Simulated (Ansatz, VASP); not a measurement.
Two plane-wave programs on SbPt

```
Sb Pt
1.0
     3.87899    0.00000    0.00000
     1.93950   -5.39593    0.00000
     0.00000    0.00000   -3.82610
Sb Pt
2 2
Direct
  0.14774 0.70451 0.75000
  0.85226 0.29549 0.25000
  0.39746 0.20508 0.75000
  0.60254 0.79492 0.25000
```

Alike in both runs: functional r2SCAN; k mesh 7 × 7 × 5; no spin polarisation.

Ansatz relaxed the structure, and its values are those at the end. VASP's run is a single point on that final structure, the one shown.

|  | VASP | Ansatz |
| --- | --- | --- |
| version | VASP 6.6.1 | Ansatz 0.2.0 |
| potentials or method | VASP PAW PBE potentials, release 64 (Sb, Pt) | PAW plane waves |
| plane-wave cutoff (eV) | 520 | 500 |
| occupations | fermi-dirac, width 0.1 eV | fermi-dirac |
| valence electrons in the cell | 30 | 66 |

Ansatz gave:

```
pressure (GPa)                     : 0.0
rms of the force components (eV/Å) : 0.003
```

Task: What did VASP give for the same quantities?

Result: Pressure (GPa): -0.2; rms of the force components (eV/Å): 0.008.

The two sets of potentials don't hold the same shells in valence.

Caveats: the PAW data sets were made with another functional, which shifts forces and pressure a little (VASP). The runs have no spin-orbit coupling, so splittings on Pt, Sb are missing.
